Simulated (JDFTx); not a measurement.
Tc:

```
CELL_PARAMETERS angstrom
2.74000 0.00000 0.00000
-1.37000 2.37291 0.00000
0.00000 0.00000 4.39800
ATOMIC_POSITIONS crystal
Tc 0.66667 0.33333 0.75000
Tc 0.33333 0.66667 0.25000
```

* Program: JDFTx 1.7.0 (patched build)
* Task: single point
* Functional: PBE
* Potentials or basis: PseudoDojo-SR-PBE-0.5-standard
* Cutoff: 1143 eV
* Density cutoff: 9143 eV
* k mesh: 11 × 11 × 6
* Occupations: fermi-dirac, width 0.05 eV
* Spin: no spin polarisation

On this cell: pressure 3.3 GPa; largest force under 0.003 eV/Å; band gap on the k mesh none (metal or under the smearing width).

The same run follows on a disturbed copy (atoms moved at random, drawn with an rms of 0.05 Å):

```
Tc
1.0
     2.74000    0.00000    0.00000
    -1.37000    2.37291    0.00000
     0.00000    0.00000    4.39800
Tc
2
Direct
  0.64995 0.33009 0.74506
  0.34119 0.66573 0.26152
```

Q: What changes?

A: The energy (extrapolated to zero smearing) moves by +5.1 meV/atom; pressure 4.0 GPa; largest force 0.264 eV/Å; band gap on the k mesh none (metal or under the smearing width).

Forces on the atoms (eV/Å):
```
Tc   0.189  0.011  0.183
Tc  -0.189 -0.011 -0.183
```

Stress tensor (GPa, compression positive):
```
 3.77 -1.17  1.06
-1.17  4.28  0.09
 1.06  0.09  4.06
```
